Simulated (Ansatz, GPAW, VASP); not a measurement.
**W: 4 runs at one level of theory**

```
CELL_PARAMETERS angstrom
-1.58234 1.58234 1.58234
1.58234 -1.58234 1.58234
1.58234 1.58234 -1.58234
ATOMIC_POSITIONS crystal
W 0.00000 0.00000 0.00000
```

Alike in all runs: task band structure; functional BLYP; k mesh 12 × 12 × 12; occupations fermi-dirac, width 0.05 eV; no spin polarisation; no spin-orbit coupling. Pressure is positive in compression and, in plane waves, holds the error of the finite cutoff, which Ansatz's Pulay term estimates and takes out.

```csv
program and potentials,plane-wave cutoff (eV),notes,pressure (GPa)
"Ansatz, Ansatz PAW",420,"potentials made for PBE, which Ansatz adapts in part; Pulay term of +0.05 GPa included",15.52
"GPAW, PAW data sets generated for this functional",600,-,14.30
"VASP, PBE PAW files W_sv, 520 eV",520,potentials made for PBE,17.37
"Ansatz, all-electron LAPW, scalar-relativistic",-,-,15.53
```

The pressure spans 14.30 (GPAW, PAW data sets generated for this functional) to 17.37 GPa (VASP, PBE PAW files W_sv, 520 eV), with all-electron results at 15.53. Some sets were made for another functional than the one run, which can shift their rows. The cell lies far from this level's equilibrium.

The functional is the same throughout but for its coding, so the spread measures potentials, basis and numerics; runs on potential files found faulty are left out.
